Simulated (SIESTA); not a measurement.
# WC (Qusongite) in SIESTA: the effect of strain zz

The system is WC (Qusongite).

```
W C
1.0
     2.90650    0.00000    0.00000
    -1.45325    2.51710    0.00000
     0.00000    0.00000    2.72314
W C
1 1
Direct
  0.00000 0.00000 0.00000
  0.66667 0.33333 0.50000
```

The cell isn't the ideal one: cell strained along z.

Alike in all runs:

| Property | Result |
| --- | --- |
| Program | SIESTA 5.4.2 |
| Task | band structure |
| Functional | PBEsol |
| Potentials or basis | PseudoDojo 0.4 standard (PBEsol files) |
| Basis | DZP (energy shift 0.003 Ry; two zetas on semicore shells) |
| Grid cutoff | 800 Ry |
| Energy shift | 0.003 Ry |
| k mesh | 10 × 10 × 9 |
| Occupations | fermi-dirac, width 0.05 eV |
| Spin | no spin polarisation |

```tsv
strain zz	pressure (GPa)
-0.04	23.8
-0.02	?
0	2.7
0.02	-6.0
0.04	-13.4
```

**Question.** What does the run with strain zz -0.02 give?

**Answer.** Pressure 12.5 GPa.

Worked out: A parabola through the other rows of the pressure, of slope -528 GPa per unit of strain zz there, gives 12.6 GPa, against the run's 12.5.

Caveats: short orbitals over semicore shells can move pressures by several GPa; the basis of atomic orbitals isn't converged, which shifts pressures, moduli and gaps.

Runs at the PBE level aren't shown here.
